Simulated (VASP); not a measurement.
A run of VASP 6.6.1 is set up as follows.

Contents of INCAR:

```
ALGO = Normal ; EDIFF = 1E-7
EDIFFG = -0.005 ; ENCUT = 600
GGA = PE ; IBRION = 2
ISIF = 3 ; ISMEAR = 0
IVDW = 12 ; KPAR = 2
LASPH = True ; LCHARG = False
LREAL = False ; LWAVE = False
NELM = 80 ; NSW = 90
PREC = Accurate ; SIGMA = 0.03
```

Contents of KPOINTS:

```
k-points
0
Gamma
  9 9 5
```

File POSCAR:

```
SnSe2                                   
1.0
    3.8394217831     -0.0000000000     -0.0000000000
   -1.9197108915      3.3250368000     -0.0000000000
   -0.0000000000      0.0000000000      6.0091818213
  Sn              Se            
     1     2
Direct
     0.0000000000000000    0.0000000000000000    0.0000000000000000
     0.3333333332999970    0.6666666667000030    0.2655766686425288
     0.6666666667000030    0.3333333332999970    0.7344233313574713
```

Potentials or basis: VASP PAW PBE potentials, release 64 (Sn_d, Se).

The run is started by

```bash
$ cat potpaw_PBE.64/Sn_d/POTCAR potpaw_PBE.64/Se/POTCAR > POTCAR
$ mpirun -np 2 vasp_std > vasp.out
```

What does it give for the dispersion energy per atom?

-0.364 eV.

Estimate the relaxed volume.

25.58 Å³/atom.

Estimate the space group after relaxing (to 0.05 Å).

P-3m1 (No. 164).

Predict the band gap on the k mesh.

0.43 eV, indirect (least direct gap 0.81 eV).

Forces in eV/Å, atoms in the order of the input:
```
Sn   0.000  0.000  0.000
Se   0.000  0.000 -0.004
Se   0.000  0.000  0.004
```

Caveat: spin-orbit coupling is left out, which moves the levels of the heavy elements; an odd mesh through Γ misses points on the zone boundary, where band edges often lie.
